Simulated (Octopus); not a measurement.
MgSe under changes of volume

One of the cells (20.246 Å³/atom); the others are scaled copies at fixed shape and fractional positions:

```
Se Mg
1.0
     0.00000    2.72550    2.72550
     2.72550    0.00000    2.72550
     2.72550    2.72550    0.00000
Se Mg
1 1
Direct
  0.50000 0.50000 0.50000
  0.00000 0.00000 0.00000
```

```yaml
Program: Octopus 16.4
Functional: PBEsol
Potentials_or_basis: pseudodojo_pbesol (PseudoDojo 0.4, PBEsol)
Grid_spacing: 0.128 Å
k_mesh: 8 × 8 × 8
Occupations: fermi-dirac, width 0.05 eV
Spin: no spin polarisation
```

| volume (Å³/atom) | energy over the lowest point (meV/atom) | gap on the mesh (eV) |
| --- | --- | --- |
| 19.031 | ? | ? |
| 19.436 | 21.92 | 1.84 |
| 19.841 | 11.92 | 1.80 |
| 20.246 | 6.61 | 1.77 |
| 20.651 | 1.44 | 1.74 |
| 21.056 | 0.00 | 1.71 |
| 21.461 | 1.01 | 1.68 |

Q: What does the run at 19.031 Å³/atom give?

A: Energy over the lowest point 34.58 meV/atom; gap on the mesh 1.87 eV.

Worked out: A Birch-Murnaghan fit of order 3 (a polynomial in V^(-2/3)) to the other rows has its minimum at 21.12 Å³/atom with B0 = V·E''(V) = 50 GPa (rough, since the energies scatter). It gives 33.62 meV/atom at 19.031 Å³/atom, against the run's 34.58. A straight line through the other rows of the gap, of slope -1.59 eV per unit of ln V, extrapolates to 1.87 eV, against the run's 1.87.

Energies are extrapolated to zero smearing.

A mesh can miss the band edges. Spin-orbit coupling on Se is left out.
